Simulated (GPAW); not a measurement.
# Si2Mo (I4/mmm) in GPAW: a series of runs

One crystal, Si2Mo, is run at these levels: PBE; tasks: single point.

Program: GPAW 26.7.0. These are calculated values, not measurements. Logs are shortened: lines on timing, memory, paths and dates and some standing lists are left out, and cuts for length are marked. The log counts tension as positive stress, the text compression.

**1. Starting point**

It takes space group I4/mmm (No. 139, tetragonal). The conventional cell has a = 3.200 Å, b = 3.200 Å, c = 7.861 Å, α = 90.00°, β = 90.00°, γ = 90.00°. Mo (site symmetry 4/mmm) has 10 Si at 2.62 Å as nearest neighbours. Around Si (site symmetry 4mm) lie 5 Si at 2.61 to 2.63 Å and 5 Mo at 2.62 Å.

**2. Single point, PBE**

run.py reads:

```python
from ase.dft.bandgap import bandgap
from ase.io import write
from ase.spacegroup import crystal
from ase.units import GPa
from gpaw import GPAW, PW

# Mo 2a
# Si 4e
atoms = crystal(['Mo', 'Si'],
                basis=[[0.0, 0.0, 0.0],
                       [0.5, 0.5, 0.167]],
                spacegroup=139, setting=1,  # I4/mmm
                cellpar=[3.2, 3.2, 7.861, 90.0, 90.0, 90.0],
                primitive_cell=True)

calc = GPAW(mode=PW(500),
            xc='PBE',
            kpts={'size': (9, 9, 9), 'gamma': True},
            occupations={'name': 'fermi-dirac', 'width': 0.05},
            nbands=23,
            maxiter=120,
            txt='gpaw.txt')
atoms.calc = calc
energy = atoms.get_potential_energy()
forces = atoms.get_forces()
stress = atoms.get_stress()
calc.write('gs.gpw')
write('result.traj', atoms)
print(f'Energy: {energy:.6f} eV')
print('Forces (eV/A):')
print(forces.round(4))
print('Stress (GPa):', (stress / GPa).round(3))
print('Fermi level:', round(calc.get_fermi_level(), 4), 'eV')
print(f'Gap: {bandgap(calc)[0]:.4f} eV, direct: {bandgap(calc, direct=True)[0]:.4f} eV')
```

Potentials or basis: GPAW PAW data sets (gpaw-data 1.2.1), pw.

Started as:

```console
$ OMP_NUM_THREADS=1 python run.py
```

gpaw.txt:

```text
__  _  _
 | _ |_)|_||  |
 |__||  | ||/\| - 26.7.0

Input parameters:
  mode=PW(ecut=500.0),
  kpts=MonkhorstPack(size=(9, 9, 9), gamma=True),
  maxiter=120,
  nbands=23,
  occupations=Occupations(name='fermi-dirac', width=0.05),
  xc=XC(name='PBE')

Diagonalizing LCAO Hamiltonian
Converting LCAO to pw mode

       Si

       Si

       Mo

Atoms  # Å, Bohr magnetons
|   | symbol |        x |        y |        z |    initial magnetic moments |
|---|--------|----------|----------|----------|-----------------------------|
| 0 |     Mo | 0.000000 | 0.000000 | 0.000000 | ( 0.0000,  0.0000,  0.0000) |
| 1 |     Si | 0.000000 | 0.000000 | 5.243287 | ( 0.0000,  0.0000,  0.0000) |
| 2 |     Si | 0.000000 | 0.000000 | 2.617713 | ( 0.0000,  0.0000,  0.0000) |

Unit cell  # Å
| periodic |         x |         y |         z |  lengths |     angles |
|----------|-----------|-----------|-----------|----------|------------|
|      yes | -1.600000 |  1.600000 |  3.930500 | 4.535287 | 138.683989 |
|      yes |  1.600000 | -1.600000 |  3.930500 | 4.535287 | 138.683989 |
|      yes |  1.600000 |  1.600000 | -3.930500 | 4.535287 |  59.857036 |

Number of symmetries: 16
Symmetry operations  # r_c * U_cc + t_c -> r_c
|    | kind |            matrix            |
|----|------|------------------------------|
|  0 |  σ   |  1, 1, 1,  0, 0,-1,  0,-1, 0 |
|  1 |  C4  |  1, 1, 1,  0, 0,-1, -1, 0, 0 |
|  2 |  E   |  1, 0, 0,  0, 1, 0,  0, 0, 1 |
|  3 |  σ   |  1, 0, 0,  0, 1, 0, -1,-1,-1 |
|  4 |  σ   |  0, 1, 0,  1, 0, 0,  0, 0, 1 |
|  5 |  C2  |  0, 1, 0,  1, 0, 0, -1,-1,-1 |
|  6 |  C2  |  0, 0, 1, -1,-1,-1,  1, 0, 0 |
|  7 |  S4  |  0, 0, 1, -1,-1,-1,  0, 1, 0 |
|  8 |  C4  |  0, 0,-1,  1, 1, 1,  0,-1, 0 |
|  9 |  σ   |  0, 0,-1,  1, 1, 1, -1, 0, 0 |
| 10 |  σ   |  0,-1, 0, -1, 0, 0,  1, 1, 1 |
| 11 |  C2  |  0,-1, 0, -1, 0, 0,  0, 0,-1 |
| 12 |  C2  | -1, 0, 0,  0,-1, 0,  1, 1, 1 |
| 13 |  i   | -1, 0, 0,  0,-1, 0,  0, 0,-1 |
| 14 |  S4  | -1,-1,-1,  0, 0, 1,  1, 0, 0 |
| 15 |  C2  | -1,-1,-1,  0, 0, 1,  0, 1, 0 |

BZ-sampling:
  Number of BZ points: 729
  Number of IBZ points: 75

  Monkhorst-Pack size: [9, 9, 9]
  Monkhorst-Pack shift: [0, 0, 0]

K-points  # in reciprocal-cell coordinates
|     |                                coordinates |     weight |
|-----|--------------------------------------------|------------|
|   0 | (  0.00000000,   0.00000000,   0.00000000) | 0.00137174 |
|   1 | (  0.11111111,  -0.11111111,   0.00000000) | 0.00548697 |
|   2 | (  0.11111111,  -0.11111111,   0.11111111) | 0.00548697 |
|   3 | (  0.11111111,   0.00000000,   0.00000000) | 0.01097394 |
|   4 | (  0.11111111,   0.11111111,  -0.11111111) | 0.00274348 |
|   5 | (  0.22222222,  -0.22222222,   0.00000000) | 0.00548697 |
|   6 | (  0.22222222,  -0.22222222,   0.11111111) | 0.01097394 |
|   7 | (  0.22222222,  -0.22222222,   0.22222222) | 0.00548697 |
|   8 | (  0.22222222,  -0.11111111,   0.00000000) | 0.02194787 |
|   9 | (  0.22222222,  -0.11111111,   0.11111111) | 0.01097394 |
| ... |                                            |            |
|  74 | (  0.44444444,   0.44444444,   0.44444444) | 0.01097394 |

Plane wave coefficients: 1039
Cutoff: 500.0 eV

Spin-components: 1 (collinear spins)
Bands:           23
Projectors:      16
Spin-degeneracy: 2
Datatype:        complex128

Parallelization:
  kpt:    1
  domain: 1
  band:   1

Density:
  Valence electrons: 22.0
  Components: 1
  Grid points: [24 24 24]
  Charge: 0.0  # |e|

Potential:
  Grid points: [24 24 24]

species:
  Mo:
    name:    Molybdenum
    Z:       42.0
    valence: 14
    core:    28
    charge:  0.0  # [|e|]
    compensation charges:
      type: gauss
      rc: 0.38  # [Å]
      lmax: 2
    cutoffs:
      filter: 2.16  # [Å]
      core: 1.42  # [Å]
    projectors
    | kind |    occ | energy [eV] | rcut [Å] |
    |------|--------|-------------|----------|
    |   4s |  2.000 |     -64.307 |    1.238 |
    |   5s |  1.000 |      -4.084 |    1.238 |
    |   4p |  6.000 |     -38.491 |    1.296 |
    |   5p |  0.000 |      -1.044 |    1.296 |
    |   4d |  5.000 |      -3.754 |    1.296 |
    |    d |        |      23.458 |    1.296 |

    Using partial waves for Mo as LCAO basis

  Si:
    name:    Silicon
    Z:       14.0
    valence: 4
    core:    10
    charge:  0.0  # [|e|]
    compensation charges:
      type: gauss
      rc: 0.33  # [Å]
      lmax: 2
    cutoffs:
      filter: 1.86  # [Å]
      core: 2.06  # [Å]
    projectors
    | kind |    occ | energy [eV] | rcut [Å] |
    |------|--------|-------------|----------|
    |   3s |  2.000 |     -10.812 |    1.058 |
    |   3p |  2.000 |      -4.081 |    1.058 |
    |    s |        |      16.399 |    1.058 |
    |    p |        |      23.130 |    1.058 |
    |    d |        |       0.000 |    1.058 |

    Using partial waves for Si as LCAO basis

Reference energy: -125906.761132  # eV

eigensolver:
  PPCG
  Converge bands: occupied
  niter=2

density mixing:
  MSR1-Mixer
  Pratt-step length: 0.05
  Maximum mixing coefficient: 0.75
  Old densities: 10
  SVD Regularization: 0.005
  Good broyden scale: 1.0
  Trust region scale: 1.0
  Backstep threshold: 4.0
  History deletion threshold: 6.0
  Fourier metric: weight=20.0, sigma=0.015

occupation numbers:
  Fermi-Dirac:
    width: 0.0500  # eV

poisson solver:
  ecut: 4000.0  # eV

xc functional:
  name: PBE with 2 nearest neighbor stencil

convergence criteria:
- Maximum [total energy] change in last 3 cyles: 0.0005 eV / valence electron
- Maximum integral of absolute [dens]ity change: 0.0001 electrons / valence electron
- Maximum integral of absolute [eigenst]ate change: 4e-08 eV^2 / valence electron
maximum number of iterations: 120

SCF iterations
|iter     | |      energy | eigst |  dens |
|---------|-|-------------|-------|-------|
|iter:   1| |  -24.605227 | +0.46 |       |
|iter:   2| |  -24.237986 | -1.99 | -0.98 |
|iter:   3| |  -23.520410 | -1.35 | -1.04 |
|iter:   4| |  -23.508696 | -2.83 | -1.48 |
|iter:   5| |  -23.508063 | -2.97 | -1.74 |
|iter:   6| |  -23.508210c| -4.27 | -2.36 |
|iter:   7| |  -23.508279c| -5.50 | -3.01 |
|iter:   8| |  -23.508277c| -7.07 | -3.90 |
|iter:   9| |  -23.508277c| -8.43c| -4.48c|

Converged in 9 steps
Energy contributions relative to reference atoms: (reference = -125906.761132)

Energy contributions:
  Kinetic:           1.265974
  Coulomb:          -1.845346
  Zero:             -0.294707
  External:          0.000000
  Xc:              -22.632703
  Entropy:          -0.002989
  Spinorbit:         0.000000
  ----------------------------
  Free energy:     -23.509772
  Extrapolated:    -23.508277

dipole moment: (-12.902184, -12.902184, 2.406616)  # |e|*Ang

Fermi level: 12.059
Eigenvalues  # (at kpt = [0.000, 0.000, 0.000])
| band index |      eig [eV] | occ [0-2] |
|------------|---------------|-----------|
|          0 |       -48.662 |     2.000 |
|        ... |               |           |
|          2 |       -22.760 |     2.000 |
|          3 |       -22.760 |     2.000 |
|          4 |        -1.335 |     2.000 |
|          5 |         5.815 |     2.000 |
|          6 |         8.644 |     2.000 |
|          7 |         9.133 |     2.000 |
[... 8 lines left out ...]
|         16 |        17.113 |     0.000 |
|         17 |        17.113 |     0.000 |
|        ... |               |           |
|         22 |        27.118 |     0.000 |

No gap
No difference between direct/indirect transitions

Forces  # eV/Ang
|       x |       y |        z |
|---------|---------|----------|
| 0.00000 | 0.00000 |  0.00000 |  # Mo   0
| 0.00000 | 0.00000 | -0.29089 |  # Si   1
| 0.00000 | 0.00000 |  0.29089 |  # Si   2

Stress tensor  # eV/Ang^3
|         x |         y |         z |
|-----------|-----------|-----------|
| -0.020350 |  0.000000 |  0.000000 |
|  0.000000 | -0.020350 |  0.000000 |
|  0.000000 |  0.000000 | -0.011865 |

# Writing to gs.gpw (mode='')
```

Run time: 1.7 min. Hardware: 1 thread of Intel Xeon at 2.50GHz (Skylake/Cascade Lake), shared host; peak memory 0.19 GiB.

What came out:

```
Free energy            : -23.5098 eV
Pressure               : 2.8 GPa
Largest force          : 0.291 eV/Å
Band gap on the k mesh : none (metal or under the smearing width)
```

Forces in eV/Å, atoms in the order of the input:
```
Mo   0.000  0.000  0.000
Si   0.000  0.000 -0.291
Si   0.000  0.000  0.291
```

Caveat: the cutoff is short for stress and forces, so pressures can be off by a GPa or more.

**3. Single point, PBE**

run.py, as its differences from that of step 2:

```diff
@@ -1,4 +1,5 @@
+import spglib
+from ase import Atoms
 from ase.dft.bandgap import bandgap
-from ase.io import write
-from ase.spacegroup import crystal
+from ase.io import read, write
 from ase.units import GPa
@@ -6,10 +7,6 @@
 
-# Mo 2a
-# Si 4e
-atoms = crystal(['Mo', 'Si'],
-                basis=[[0.0, 0.0, 0.0],
-                       [0.5, 0.5, 0.167]],
-                spacegroup=139, setting=1,  # I4/mmm
-                cellpar=[3.2, 3.2, 7.861, 90.0, 90.0, 90.0],
-                primitive_cell=True)
+atoms = read('Si2Mo.cif')
+cell, positions, numbers = spglib.find_primitive(
+    (atoms.cell[:], atoms.get_scaled_positions(), atoms.numbers), symprec=1e-4)
+atoms = Atoms(numbers, cell=cell, scaled_positions=positions, pbc=True)
```

Si2Mo.cif reads:

```cif
data_Si2Mo
_cell_length_a 3.20000000
_cell_length_b 3.20000000
_cell_length_c 7.86100000
_cell_angle_alpha 90.00000000
_cell_angle_beta 90.00000000
_cell_angle_gamma 90.00000000
_space_group_name_H-M_alt 'I4/mmm'
_space_group_name_Hall '-I 4 2'
_space_group_IT_number 139
loop_
_space_group_symop_operation_xyz
'x,y,z'
'-x,-y,-z'
'-y,x,z'
'y,-x,-z'
'-x,-y,z'
'x,y,-z'
'y,-x,z'
'-y,x,-z'
'x,-y,-z'
'-x,y,z'
'-y,-x,-z'
'y,x,z'
'-x,y,-z'
'x,-y,z'
'y,x,-z'
'-y,-x,z'
'x+1/2,y+1/2,z+1/2'
'-x+1/2,-y+1/2,-z+1/2'
'-y+1/2,x+1/2,z+1/2'
'y+1/2,-x+1/2,-z+1/2'
'-x+1/2,-y+1/2,z+1/2'
'x+1/2,y+1/2,-z+1/2'
'y+1/2,-x+1/2,z+1/2'
'-y+1/2,x+1/2,-z+1/2'
'x+1/2,-y+1/2,-z+1/2'
'-x+1/2,y+1/2,z+1/2'
'-y+1/2,-x+1/2,-z+1/2'
'y+1/2,x+1/2,z+1/2'
'-x+1/2,y+1/2,-z+1/2'
'x+1/2,-y+1/2,z+1/2'
'y+1/2,x+1/2,-z+1/2'
'-y+1/2,-x+1/2,z+1/2'
loop_
_atom_site_label
_atom_site_type_symbol
_atom_site_symmetry_multiplicity
_atom_site_Wyckoff_symbol
_atom_site_fract_x
_atom_site_fract_y
_atom_site_fract_z
_atom_site_occupancy
Mo1 Mo 2 a 0.0000000000 0.0000000000 0.0000000000 1
Si1 Si 4 e 0.5000000000 0.5000000000 0.1670000000 1
```

Potentials or basis: GPAW PAW data sets (gpaw-data 1.2.1), pw.

Started as:

```console
$ OMP_NUM_THREADS=1 python run.py
```

Run time: 95 s. Hardware: 1 thread of Intel Xeon at 2.50GHz (Skylake/Cascade Lake), shared host; peak memory 0.19 GiB.

Results (log left out):

```
Free energy            : -23.5098 eV
Pressure               : 2.8 GPa
Largest force          : 0.291 eV/Å
Band gap on the k mesh : none (metal or under the smearing width)
```

Forces on the atoms (eV/Å):
```
Mo   0.000  0.000  0.000
Si   0.000  0.000 -0.291
Si   0.000  0.000  0.291
```

Stress tensor (GPa, compression positive):
```
3.26 0.00 0.00
0.00 3.26 0.00
0.00 0.00 1.90
```

Levels at points of the mesh, in eV from the Fermi level:
```
           k point  band 8  band 9  band 10  band 11  band 12  band 13  band 14  band 15
(0.00, 0.00, 0.00)   -2.93   -2.58    -2.58     0.48     3.14     3.18     3.70     3.70
```

Caveat: the cutoff is short for stress and forces, so pressures can be off by a GPa or more.
